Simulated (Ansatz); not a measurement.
# MgB2 (P6/mmm) in Ansatz: further runs

One crystal, MgB2, is run at these levels: revPBE, BLYP; tasks: relaxation of cell and atoms.

All numbers are computed with Ansatz 0.2.0; they aren't measurements. Logs are shortened: lines on timing, memory, paths and dates and some standing lists are left out, and cuts for length are marked.

### 1 Starting point

The structure is hexagonal, space group P6/mmm (No. 191). The conventional cell has a = 3.085 Å, b = 3.085 Å, c = 3.523 Å, α = 90.00°, β = 90.00°, γ = 120.00°. Mg (site symmetry 6/mmm) has 12 B at 2.51 Å as nearest neighbours. B (site symmetry -6m2) has 3 B at 1.78 Å as nearest neighbours.

### 2 Relaxation of cell and atoms, revPBE

The input, input.yaml:

```yaml
crystal:
  lattice:
    - [3.085, 0.0, 0.0]
    - [-1.5425, 2.6716883707, 0.0]
    - [0.0, 0.0, 3.523]
  atoms:
    - { symbol: Mg, position: [0.0, 0.0, 0.0] }
    - { symbol: B, position: [0.6666666667, 0.3333333333, 0.5] }
    - { symbol: B, position: [0.3333333333, 0.6666666667, 0.5] }
hamiltonian:
  xc: revpbe
  pseudopotentials: { kind: paw }
kpoints:
  mp_grid: { grid: [10, 10, 8] }
scf:
  occupations: { method: fermi_dirac, width: 0.05 }
output:
  forces: true
  stress: true
  write_density: true
  write_potential: true
  elf: true
  volumetric_format: npy
relax:
  f_tol: 0.01
  max_steps: 40
  cell: { stress_tol: 0.05 }
```

Potentials or basis: Ansatz PAW.

Launch:

```
ansatz run input.yaml --threads 2 --pin off --max-ram 5632MiB --backend cpu --events-out ev --progress --plain --runs-dir out
```

Standard output:

```text
Warning: RAYON_NUM_THREADS=2 ignored (pool sized by the plan → 2); use --threads N
Engine: ansatz 0.2.0, aarch64-unknown-linux-gnu
Pseudopotentials: kind: paw
Pseudopotential: Mg, paw, valence charge 10, recommended cutoff 420 eV (normal), Mg.paw.azcp
Pseudopotential: B, paw, valence charge 3, recommended cutoff 420 eV (normal), B.paw.azcp
Functional definition: revPBE
  parameter kappa = 1.245
  parameter beta = 0.06672455060314922
  exchange = pbe_x(kappa = kappa, mu = beta*pi^2/3)
  correlation = pbe_c(beta = beta)
Crystal: 3 atoms, lattice volume = 29.037 Å³
Basis set: ecut = 420 eV, 563 PW (Γ), exchange–correlation on 48×48×48 points (8 copies of the dense FFT grid, shifted against one another)
Bands: 12, of which v1, the nominal top of the filled ones, is band 8 counted from 1 (7 counted from 0)
Symmetry: 24 space group operations
Space group: P6/mmm (ITA 191), of the structure as read, at distance tolerance 3.1e-5 Å
k-points: 70 of 800
Non-local potential: Mg, projectors of the file, l = 0: 3, l = 1: 2, l = 2: 1
Non-local potential: B, projectors of the file, l = 0: 2, l = 1: 2, l = 2: 1
PAW form: soft (Blöchl's): semilocal exchange-correlation on the pseudo side does not see the compensation charge
PAW frozen core: Mg, regenerated for the run's functional, and the local potential with it (the file was generated under x = pbe(κ = 0.804, μ = 0.2195149727645171), c = pbe(β = 0.06672455060314922))
PAW frozen core: B, regenerated for the run's functional, and the local potential with it (the file was generated under x = pbe(κ = 0.804, μ = 0.2195149727645171), c = pbe(β = 0.06672455060314922))
PAW one-centre angular grid: Mg, 110 points (default); XC on 64 Gauss nodes
PAW one-centre angular grid: B, 110 points (default); XC on 64 Gauss nodes
Initial density: superposition of atomic densities (neutral atoms: chi_scale 0, normalization atom), corrected by the library's trained network
Initial wavefunctions: pseudopotential atomic-orbital guess
Functional: x = revpbe(κ = 1.245, μ = 0.2195149727645171), c = pbe(β = 0.06672455060314922)
SCF iter   1: F=—  HF=-2239.636719 eV  |F-HF|=—  |Δ(HF+E_count)|=         —  Δρ=2.78e-3  dr2=9.86e-4  ethr=1.77e-3  ⟨swp⟩=5.2  Hψ=4528  notcnv=0
preconditioner: auto → none  [metal: Δε(μ)=0.036 eV  Ē_g=11.192 eV  σ=0.050 eV  W_gap=0.18  n_scr=8 (ndim 8)  ℏωp=19.5 eV  f_vac=0.000  D(μ)=0.73/eV (n_scr^D=2)  sad-step TF]
SCF iter   2: F=—  HF=-2239.637192 eV  |F-HF|=—  |Δ(HF+E_count)|=   4.74e-4  Δρ=1.36e-3  dr2=3.32e-4  ethr=6.16e-6  ⟨swp⟩=2.0  Hψ=1872  notcnv=0
SCF iter   3: F=—  HF=-2239.637190 eV  |F-HF|=—  |Δ(HF+E_count)|=   1.99e-6  Δρ=3.29e-4  dr2=1.75e-5  ethr=2.07e-6  ⟨swp⟩=2.3  Hψ=1279  notcnv=0
SCF iter   4: F=—  HF=-2239.637226 eV  |F-HF|=—  |Δ(HF+E_count)|=   3.56e-5  Δρ=7.44e-5  dr2=1.92e-6  ethr=1.09e-7  ⟨swp⟩=2.2  Hψ=1198  notcnv=0
iter 5 did not close the SCF: its close was put off for the readings that it lacked (scf_convergence_deferred on its scf_iter line)
SCF iter   5: F=-2239.637226 eV  HF=-2239.637226 eV  |F-HF|=2.59e-8  |Δ(HF+E_count)|=   9.03e-8  Δρ=1.78e-5  dr2=4.69e-8  ethr=1.20e-8  ⟨swp⟩=2.0  Hψ=1044  notcnv=0
SCF iter   6: F=-2239.637226 eV  HF=-2239.637226 eV  |F-HF|=3.27e-11  |Δ(HF+E_count)|=   3.20e-8  Δρ=1.51e-6  dr2=2.24e-10  ethr=2.93e-10  ⟨swp⟩=5.3  Hψ=4492  notcnv=0
SCF 1 converged in 6 iterations: F = -2239.637226 eV  dr2 = 2.24e-10
relax step   1: F+E_penalty+E_count = -2239.63722598 eV  Δ(F+E_penalty+E_count) = +0.000e0 eV  max|allowed force component| = 2.991e-16 eV/Å  Δτ_max = 0.0000 Å  P = +1.781 GPa  Ω = 29.037 Å³  (6 SCF iters, dr2 threshold 1.00e-7 eV, accepted)
Crystal: 3 atoms, lattice volume = 29.282 Å³
Initial density: handed on by an earlier stage of this run
Initial wavefunctions: those handed on with the density
iter 1 solved again at ethr=3.47e-6 eV; its pass at ethr=3.10e-3 eV (dr2=5.55e-4 eV) is discarded
SCF iter   1: F=—  HF=-2239.638864 eV  |F-HF|=—  |Δ(HF+E_count)|=         —  Δρ=1.01e-3  dr2=5.45e-4  ethr=3.47e-6  ⟨swp⟩=1.0  Hψ=4887  notcnv=0
preconditioner: auto → none  [metal: Δε(μ)=0.005 eV  Ē_g=11.118 eV  σ=0.050 eV  W_gap=0.03  n_scr=8 (ndim 8)  ℏωp=19.4 eV  f_vac=0.000  D(μ)=0.75/eV (n_scr^D=2)]
SCF iter   2: F=—  HF=-2239.638672 eV  |F-HF|=—  |Δ(HF+E_count)|=   1.92e-4  Δρ=1.28e-4  dr2=4.33e-6  ethr=3.41e-6  ⟨swp⟩=2.0  Hψ=1049  notcnv=0
SCF iter   3: F=—  HF=-2239.638704 eV  |F-HF|=—  |Δ(HF+E_count)|=   3.24e-5  Δρ=6.51e-5  dr2=8.73e-7  ethr=1.87e-9  ⟨swp⟩=8.0  Hψ=4863  notcnv=0
SCF iter   4: F=-2239.638704 eV  HF=-2239.638704 eV  |F-HF|=1.89e-9  |Δ(HF+E_count)|=   5.44e-7  Δρ=5.67e-6  dr2=3.90e-9  ethr=1.87e-9  ⟨swp⟩=7.6  Hψ=4565  notcnv=0
SCF 2 converged in 4 iterations: F = -2239.638704 eV  dr2 = 3.90e-9
relax step   2: F+E_penalty+E_count = -2239.63870386 eV  Δ(F+E_penalty+E_count) = -1.478e-3 eV  max|allowed force component| = 4.225e-16 eV/Å  Δτ_max = 0.0000 Å  P = +0.573 GPa  Ω = 29.282 Å³  energy of the carried Pulay correction = -2.561e-4 eV  (4 SCF iters, dr2 threshold 3.00e-7 eV, accepted)
Crystal: 3 atoms, lattice volume = 29.393 Å³
iter 1 solved again at ethr=7.41e-7 eV; its pass at ethr=3.10e-3 eV (dr2=1.18e-4 eV) is discarded
SCF iter   1: F=—  HF=-2239.638792 eV  |F-HF|=—  |Δ(HF+E_count)|=         —  Δρ=4.70e-4  dr2=1.19e-4  ethr=7.41e-7  ⟨swp⟩=1.0  Hψ=4887  notcnv=0
preconditioner: auto → none  [metal: Δε(μ)=0.016 eV  Ē_g=11.093 eV  σ=0.050 eV  W_gap=0.08  n_scr=8 (ndim 8)  ℏωp=19.4 eV  f_vac=0.000  D(μ)=0.74/eV (n_scr^D=2)]
SCF iter   2: F=—  HF=-2239.638788 eV  |F-HF|=—  |Δ(HF+E_count)|=   3.91e-6  Δρ=6.11e-5  dr2=1.02e-6  ethr=7.41e-7  ⟨swp⟩=2.0  Hψ=1049  notcnv=0
SCF iter   3: F=-2239.638788 eV  HF=-2239.638788 eV  |F-HF|=1.26e-7  |Δ(HF+E_count)|=   5.58e-7  Δρ=3.00e-5  dr2=1.96e-7  ethr=1.87e-9  ⟨swp⟩=7.7  Hψ=4528  notcnv=0
SCF 3 converged in 3 iterations: F = -2239.638788 eV  dr2 = 1.96e-7
relax step   3: F+E_penalty+E_count = -2239.63878771 eV  Δ(F+E_penalty+E_count) = -8.385e-5 eV  max|allowed force component| = 3.084e-17 eV/Å  Δτ_max = 0.0000 Å  P = +0.007 GPa  Ω = 29.393 Å³  energy of the carried Pulay correction = -3.736e-4 eV  (3 SCF iters, dr2 threshold 3.00e-7 eV, accepted)
Initial wavefunctions: pseudopotential atomic-orbital guess (no wavefunctions were taken with the density)
iter 1 solved again at ethr=1.75e-8 eV; its pass at ethr=3.10e-3 eV (dr2=2.79e-6 eV) is discarded
SCF iter   1: F=—  HF=-2239.639147 eV  |F-HF|=—  |Δ(HF+E_count)|=         —  Δρ=5.90e-5  dr2=2.39e-7  ethr=1.75e-8  ⟨swp⟩=4.1  Hψ=7083  notcnv=0
preconditioner: auto → none  [metal: Δε(μ)=0.021 eV  Ē_g=11.096 eV  σ=0.050 eV  W_gap=0.11  n_scr=8 (ndim 8)  ℏωp=19.4 eV  f_vac=0.000  D(μ)=0.74/eV (n_scr^D=2)]
SCF iter   2: F=—  HF=-2239.639186 eV  |F-HF|=—  |Δ(HF+E_count)|=   3.92e-5  Δρ=3.00e-5  dr2=6.00e-8  ethr=1.49e-9  ⟨swp⟩=2.0  Hψ=1147  notcnv=0
SCF iter   3: F=—  HF=-2239.639187 eV  |F-HF|=—  |Δ(HF+E_count)|=   5.71e-7  Δρ=2.05e-6  dr2=1.07e-9  ethr=3.75e-10  ⟨swp⟩=2.0  Hψ=1112  notcnv=0
SCF iter   4: F=—  HF=-2239.639187 eV  |F-HF|=—  |Δ(HF+E_count)|=  6.73e-11  Δρ=5.87e-7  dr2=4.46e-11  ethr=6.68e-12  ⟨swp⟩=2.1  Hψ=1286  notcnv=0
SCF iter   5: F=-2239.639187 eV  HF=-2239.639187 eV  |F-HF|=4.55e-12  |Δ(HF+E_count)|=  1.06e-10  Δρ=1.43e-7  dr2=2.14e-12  ethr=1.00e-12  ⟨swp⟩=5.1  Hψ=3088  notcnv=0
SCF 4 converged in 5 iterations: F = -2239.639187 eV  dr2 = 2.14e-12
relax step   4: F+E_penalty+E_count = -2239.63918674 eV  Δ(F+E_penalty+E_count) = -3.990e-4 eV  max|allowed force component| = 4.934e-17 eV/Å  Δτ_max = 0.0000 Å  P = +0.017 GPa  Ω = 29.393 Å³  stress off target by 3.18e-2 GPa  SCF on the basis re-selected at this cell (its energy is not comparable with the rows above)  (5 SCF iters)
basis re-selected at this cell: Δ(F+E_penalty+E_count) = -3.990e-4 eV, ΔP = +0.010 GPa vs the last step (what re-selecting the basis moved, of the pressure what is left beyond the Pulay correction that the steps carried, after the strain that the cell walked since its last selection, with what the two solves' SCF thresholds leave and, on support functions, any second-order correction that the steps lacked; it is no measure of the basis error at this ecutwfc). This SCF's stress stands 3.18e-2 GPa from its target on what of the cell is left free (relax.cell.stress_tol is 5.00e-2 GPa) and its largest allowed force component is 4.93e-17 eV/Å (relax.f_tol is 1.00e-2 eV/Å): within both
SCF converged after 5 iterations
Free energy (F): -2239.639187 eV
Harris-Foulkes:  -2239.639187 eV  (|F-HF|=4.55e-12)
Internal energy: -2239.633098 eV  (E = F + TS)
E sigma→0 (E₀):  -2239.636143 eV
Entropy (-TS):   -0.006088 eV (-2.029 meV/atom)
Fermi energy:    9.230261 eV
--- Per-component energies (eV) ---
  E_band       = -294.541323
  E_kinetic    = 172.718296
  E_local      = -1526.252653  (includes V_loc(G=0)·N_el)
  E_nonlocal   = 117.483757
  E_hartree    = 543.509843
  E_xc         = -93.952824
  E_vxc        = -114.528731  (∫ρ·V_xc dr)
  E_paw        = -452.317627  (= ΣΔE_a)
  E_vpaw       = -30.981665  (= ΣTr[D̂ρ^β])
  E_aug_tail   = -0.000013  (compensation charges beyond the density's cutoff)
  E_ewald      = -1000.785703
  E_core_change = -0.036174  (= ΣΔE_core)
  E_smearing   = -0.006088  (= −TS)
  E_closure    = 0.000000  (closes the sum)
  Σ components = -2239.639187   (vs F -2239.639187, Δ=0.00e0)
--- Forces (eV/Å), atoms counted from 1 ---
  atom   1  Mg     0.00000000     0.00000000     0.00000000
  atom   2  B      0.00000000    -0.00000000    -0.00000000
  atom   3  B     -0.00000000     0.00000000     0.00000000
  max |Σ_I F_I| component: 1.85e-17 eV/Å
--- Stress (GPa, compression-positive) ---
        0.009814      -0.000000       0.000000
       -0.000000       0.009814       0.000000
        0.000000       0.000000       0.031821
  P = ⅓ Tr σ = 0.0171 GPa (0.171 kbar)
--- Band table (eV; the first three rows and the last of 70) ---
  k-point 0: bands = ["-66.1482", "-32.7584", "-32.7584", "-32.7412", "-3.1871", "6.2672", "9.5601", "9.5601", "10.8053", "15.4691", "15.4691", "17.1092"]
  k-point 1: bands = ["-66.1481", "-32.7583", "-32.7583", "-32.7422", "-3.0550", "5.3082", "9.6101", "9.6101", "12.0799", "15.5137", "15.5137", "17.1069"]
  k-point 2: bands = ["-66.1480", "-32.7582", "-32.7582", "-32.7446", "-2.6863", "3.7091", "9.7356", "9.7356", "14.6163", "15.6267", "15.6267", "17.1008"]
  k-point 69: bands = ["-66.1445", "-32.7868", "-32.7798", "-32.7412", "2.1181", "3.3248", "4.3597", "6.4997", "7.8866", "12.9837", "19.8775", "20.3350"]
--- Relaxed structure (3 steps of the walk, 3 accepted, 1 SCFs on fresh bases) ---
  F+E_penalty+E_count = -2239.63918674 eV   max|allowed force component| = 4.934e-17 eV/Å   (the final SCF, on the basis selected at the relaxed cell)
  cell:  # Å, volume = 29.3925 Å³
    - [3.0958768608890006, 0.0, 0.0]
    - [-1.5479384304445003, 2.6811080085182972, 0.0]
    - [0.0, 0.0, 3.5411046038346523]
  atoms:
    - { symbol: Mg, position: [5.863452350449099e-36, -1.6019249729186047e-35, 0.0] }
    - { symbol: B, position: [0.6666666666666666, 0.33333333333333326, 0.5000000000000001] }
    - { symbol: B, position: [0.33333333333333326, 0.6666666666666665, 0.5000000000000001] }
```

Wall time 2.7 s (2 threads of Arm Neoverse V2, shared host); peak memory 0.31 GiB.

What came out:

```
Free energy                            : -2239.6392 eV
Relaxed volume                         : 9.80 Å³/atom
Relaxed cell                           : a = 3.096 Å, b = 3.096 Å, c = 3.541 Å, α = 90.00°, β = 90.00°, γ = 120.00°
Space group after relaxing (to 0.05 Å) : P6/mmm (No. 191)
Energy gained by relaxing              : 0.7 meV/atom
Ionic steps                            : 4
Pressure after relaxing                : 0.0 GPa
Band gap on the k mesh                 : none (metal or under the smearing width)
```

The path:
| step | energy change (eV) | largest force (eV/Å) | volume (Å³) |
| --- | --- | --- | --- |
| 1 | 0.0000 | 0.0000 | 29.04 |
| 2 | -0.0015 | 0.0000 | 29.28 |
| 3 | -0.0016 | 0.0000 | 29.39 |
| 4 | -0.0020 | 0.0000 | 29.39 |

Final structure:
```cif
data_structure
_symmetry_space_group_name_H-M 'P 1'
_symmetry_Int_Tables_number 1
_cell_length_a 3.0959
_cell_length_b 3.0959
_cell_length_c 3.5411
_cell_angle_alpha 90.000
_cell_angle_beta 90.000
_cell_angle_gamma 120.000
_cell_volume 29.39
loop_
_atom_site_label
_atom_site_type_symbol
_atom_site_fract_x
_atom_site_fract_y
_atom_site_fract_z
_atom_site_occupancy
Mg1 Mg 0.00000 0.00000 0.00000 1
B1 B 0.66667 0.33333 0.50000 1
B2 B 0.33333 0.66667 0.50000 1
```

Levels at points of the mesh, in eV from the Fermi level:
```tsv
k point	band 6	band 7	band 8	band 9	band 10	band 11
(0.00, 0.00, 0.00)	-2.96	0.33	0.33	1.58	6.24	6.24
(0.00, 0.00, -0.50)	-7.40	0.70	0.70	6.57	6.57	7.86
(0.00, -0.50, 0.00)	-7.82	-2.19	0.17	3.01	3.80	5.21
(0.00, -0.50, -0.50)	-6.93	-3.56	-1.90	-1.30	5.56	8.71
```

Caveat: the plane-wave basis is chosen anew once the cell has moved, so the energies of steps on either side of that aren't comparable; the PAW data sets come from PBE, with cores solved anew for the run's functional, which leaves a small shift of forces and pressure.

### 3 Relaxation of cell and atoms, BLYP

input.yaml, as its differences from that of step 2:

```diff
@@ -10,3 +10,3 @@
 hamiltonian:
-  xc: revpbe
+  xc: blyp
   pseudopotentials: { kind: paw }
@@ -19,6 +19,2 @@
   stress: true
-  write_density: true
-  write_potential: true
-  elf: true
-  volumetric_format: npy
 relax:
```

Potentials or basis: Ansatz PAW.

Launch:

```
ansatz run input.yaml --threads 2 --pin off --max-ram 5632MiB --backend cpu --events-out ev --progress --plain --runs-dir out
```

Standard output:

```text
Warning: RAYON_NUM_THREADS=2 ignored (pool sized by the plan → 2); use --threads N
Engine: ansatz 0.2.0, aarch64-unknown-linux-gnu
Pseudopotentials: kind: paw
Pseudopotential: Mg, paw, valence charge 10, recommended cutoff 420 eV (normal), Mg.paw.azcp
Pseudopotential: B, paw, valence charge 3, recommended cutoff 420 eV (normal), B.paw.azcp
Functional definition: BLYP
  parameter beta = 0.0042
  parameter a = 0.04918
  parameter b = 0.132
  parameter c = 0.2533
  parameter d = 0.349
  exchange = b88_x(beta = beta)
  correlation = lyp_c(a = a, b = b, c = c, d = d)
Crystal: 3 atoms, lattice volume = 29.037 Å³
Basis set: ecut = 420 eV, 563 PW (Γ), exchange–correlation on 48×48×48 points (8 copies of the dense FFT grid, shifted against one another)
Bands: 12, of which v1, the nominal top of the filled ones, is band 8 counted from 1 (7 counted from 0)
Symmetry: 24 space group operations
Space group: P6/mmm (ITA 191), of the structure as read, at distance tolerance 3.1e-5 Å
k-points: 70 of 800
Non-local potential: Mg, projectors of the file, l = 0: 3, l = 1: 2, l = 2: 1
Non-local potential: B, projectors of the file, l = 0: 2, l = 1: 2, l = 2: 1
PAW form: soft (Blöchl's): semilocal exchange-correlation on the pseudo side does not see the compensation charge
PAW frozen core: Mg, regenerated for the run's functional, and the local potential with it (the file was generated under x = pbe(κ = 0.804, μ = 0.2195149727645171), c = pbe(β = 0.06672455060314922))
[... 45 lines left out ...]
basis re-selected at this cell: Δ(F+E_penalty+E_count) = -2.917e-4 eV, ΔP = +0.009 GPa vs the last step (what re-selecting the basis moved, of the pressure what is left beyond the Pulay correction that the steps carried, after the strain that the cell walked since its last selection, with what the two solves' SCF thresholds leave and, on support functions, any second-order correction that the steps lacked; it is no measure of the basis error at this ecutwfc). This SCF's stress stands 3.31e-2 GPa from its target on what of the cell is left free (relax.cell.stress_tol is 5.00e-2 GPa) and its largest allowed force component is 1.85e-16 eV/Å (relax.f_tol is 1.00e-2 eV/Å): within both
SCF converged after 4 iterations
Free energy (F): -2239.896962 eV
Harris-Foulkes:  -2239.896962 eV  (|F-HF|=2.23e-11)
Internal energy: -2239.890598 eV  (E = F + TS)
E sigma→0 (E₀):  -2239.893780 eV
Entropy (-TS):   -0.006364 eV (-2.121 meV/atom)
Fermi energy:    9.633567 eV
--- Per-component energies (eV) ---
  E_band       = -292.438637
  E_kinetic    = 174.981359
  E_local      = -1523.462416  (includes V_loc(G=0)·N_el)
  E_nonlocal   = 115.652724
  E_hartree    = 542.756806
  E_xc         = -91.504227
  E_vxc        = -111.389335  (∫ρ·V_xc dr)
  E_paw        = -456.174717  (= ΣΔE_a)
  E_vpaw       = -33.734563  (= ΣTr[D̂ρ^β])
  E_aug_tail   = -0.000011  (compensation charges beyond the density's cutoff)
  E_ewald      = -1002.143884
  E_core_change = 0.003769  (= ΣΔE_core)
  E_smearing   = -0.006364  (= −TS)
  E_closure    = 0.000000  (closes the sum)
  Σ components = -2239.896962   (vs F -2239.896962, Δ=0.00e0)
--- Forces (eV/Å), atoms counted from 1 ---
  atom   1  Mg     0.00000000     0.00000000     0.00000000
  atom   2  B      0.00000000     0.00000000     0.00000000
  atom   3  B      0.00000000    -0.00000000    -0.00000000
  max |Σ_I F_I| component: 3.70e-17 eV/Å
--- Stress (GPa, compression-positive) ---
        0.033090      -0.000000       0.000000
       -0.000000       0.033090       0.000000
        0.000000       0.000000       0.018427
  P = ⅓ Tr σ = 0.0282 GPa (0.282 kbar)
--- Relaxed structure (3 steps of the walk, 3 accepted, 1 SCFs on fresh bases) ---
  F+E_penalty+E_count = -2239.89696160 eV   max|allowed force component| = 1.850e-16 eV/Å   (the final SCF, on the basis selected at the relaxed cell)
  cell:  # Å, volume = 29.2713 Å³
    - [3.087909392580948, 0.0, 0.0]
    - [-1.543954696290474, 2.674207978559676, 0.0]
    - [0.0, 0.0, 3.5447261304718767]
  atoms:
    - { symbol: Mg, position: [3.262989947316561e-35, -5.006015540370643e-35, 0.0] }
    - { symbol: B, position: [0.6666666666666667, 0.33333333333333337, 0.5000000000000001] }
    - { symbol: B, position: [0.33333333333333337, 0.6666666666666667, 0.5000000000000001] }
```

It took 2.4 s on 2 threads of Arm Neoverse V2, shared host; peak memory 0.3 GiB.

Results:

```
Free energy                            : -2239.8970 eV
Relaxed volume                         : 9.76 Å³/atom
Relaxed cell                           : a = 3.088 Å, b = 3.088 Å, c = 3.545 Å, α = 90.00°, β = 90.00°, γ = 120.00°
Space group after relaxing (to 0.05 Å) : P6/mmm (No. 191)
Energy gained by relaxing              : 0.3 meV/atom
Ionic steps                            : 4
Pressure after relaxing                : 0.0 GPa
```

Step by step:
| step | energy change (eV) | largest force (eV/Å) | volume (Å³) |
| --- | --- | --- | --- |
| 1 | 0.0000 | 0.0000 | 29.04 |
| 2 | -0.0007 | 0.0000 | 29.21 |
| 3 | -0.0007 | 0.0000 | 29.27 |
| 4 | -0.0010 | 0.0000 | 29.27 |

Final structure:
```
CELL_PARAMETERS angstrom
3.08791 0.00000 0.00000
-1.54395 2.67421 0.00000
0.00000 0.00000 3.54473
ATOMIC_POSITIONS crystal
Mg 0.00000 0.00000 0.00000
B 0.66667 0.33333 0.50000
B 0.33333 0.66667 0.50000
```

Caveat: the plane-wave basis is chosen anew once the cell has moved, so the energies of steps on either side of that aren't comparable; the PAW data sets come from PBE, with cores solved anew for the run's functional, which leaves a small shift of forces and pressure.
